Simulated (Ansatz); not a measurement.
# Cu: convergence and cost

Aim, for Cu: relax the cell with several choices of k mesh.

Program: Ansatz 0.2.0. Level of theory: DFT PBE, scalar-relativistic, plane waves, PAW. These are calculated values, not measurements.

1 further run of the same task is left out (set aside as unsound or not needed).

### 1 The structure to begin with

The structure is tetragonal, space group I4/mmm (No. 139). The conventional cell has a = 2.886 Å, b = 2.886 Å, c = 2.752 Å, α = 90.00°, β = 90.00°, γ = 90.00°. Around Cu (site symmetry 4/mmm) lie 10 Cu at 2.46 to 2.75 Å.

Structure file:

```
CELL_PARAMETERS angstrom
-1.44279 1.44279 1.37608
1.44279 -1.44279 1.37608
1.44279 1.44279 -1.37608
ATOMIC_POSITIONS crystal
Cu 0.00000 0.00000 0.00000
```

The structure comes from the Materials Project (structure only); it is used as listed.

### 2 The base input

The input, input.yaml:

```yaml
crystal:
  lattice:
    - [-1.44279332, 1.44279332, 1.37608145]
    - [1.44279332, -1.44279332, 1.37608145]
    - [1.44279332, 1.44279332, -1.37608145]
  atoms:
    - { symbol: Cu, position: [0.0, 0.0, 0.0] }
basis:
  ecutwfc: 420
kpoints:
  mp_grid: { grid: [20, 20, 20] }
hamiltonian:
  xc: pbe
scf:
  occupations: { method: gaussian, width: 0.1 }
output:
  forces: true
  stress: true
  eigenvalues: true
  populations: true
```

Its results, from an earlier run: -6625.1242 eV/atom at zero smearing, pressure 7.29 GPa, largest force 0.000 eV/Å, no gap on the mesh, in 6 SCF cycles and 17 s.

### 3 Relaxing with k mesh 1×1×1

The input, input.yaml:

```yaml
crystal:
  lattice:
    - [-1.44279332, 1.44279332, 1.37608145]
    - [1.44279332, -1.44279332, 1.37608145]
    - [1.44279332, 1.44279332, -1.37608145]
  atoms:
    - { symbol: Cu, position: [0.0, 0.0, 0.0] }
basis:
  ecutwfc: 420
kpoints:
  mp_grid: { grid: [1, 1, 1] }
hamiltonian:
  xc: pbe
scf:
  occupations: { method: gaussian, width: 0.1 }
output:
  forces: true
  stress: true
  eigenvalues: true
relax:
  adjacent_minimum: "off"
  f_tol: 0.01
  max_steps: 60
  cell: { stress_tol: 0.05 }
```

Launch:

```sh
$ ansatz run input.yaml --threads 1 --pin off --max-ram 2560MiB --backend cpu --events-out ev --progress --plain --runs-dir out
```

### 4 Relaxation, k mesh: 4×4×4

input.yaml: that of step 3 with these lines changed.

```diff
@@ -10,3 +10,3 @@
 kpoints:
-  mp_grid: { grid: [1, 1, 1] }
+  mp_grid: { grid: [4, 4, 4] }
 hamiltonian:
```

### 5 Relaxation, k mesh: 6×6×6

input.yaml: that of step 4 with these lines changed.

```diff
@@ -10,3 +10,3 @@
 kpoints:
-  mp_grid: { grid: [4, 4, 4] }
+  mp_grid: { grid: [6, 6, 6] }
 hamiltonian:
```

### 6 Relaxing with k mesh 8×8×8

input.yaml: that of step 5 with these lines changed.

```diff
@@ -10,3 +10,3 @@
 kpoints:
-  mp_grid: { grid: [6, 6, 6] }
+  mp_grid: { grid: [8, 8, 8] }
 hamiltonian:
```

### 7 Relaxing with k mesh 12×12×12

input.yaml: that of step 6 with these lines changed.

```diff
@@ -10,3 +10,3 @@
 kpoints:
-  mp_grid: { grid: [8, 8, 8] }
+  mp_grid: { grid: [12, 12, 12] }
 hamiltonian:
```

(Steps that only read results are left out.)

**Question.** What does this series show? Wanted: relaxed volume by k mesh.

As calculated:

| quantity | value |
| --- | --- |
| relaxed volume by k mesh (Å³/atom) | 1×1×1: 8.93; 4×4×4: 11.96; 6×6×6: 12.04; 8×8×8: 12.02; 12×12×12: 12.02; 20×20×20: 12.01 |

**Reading.** The relaxed volumes span 34.9 %. From 4×4×4 on the volume holds to 0.5 %, at 0.039 of the time of the best run.
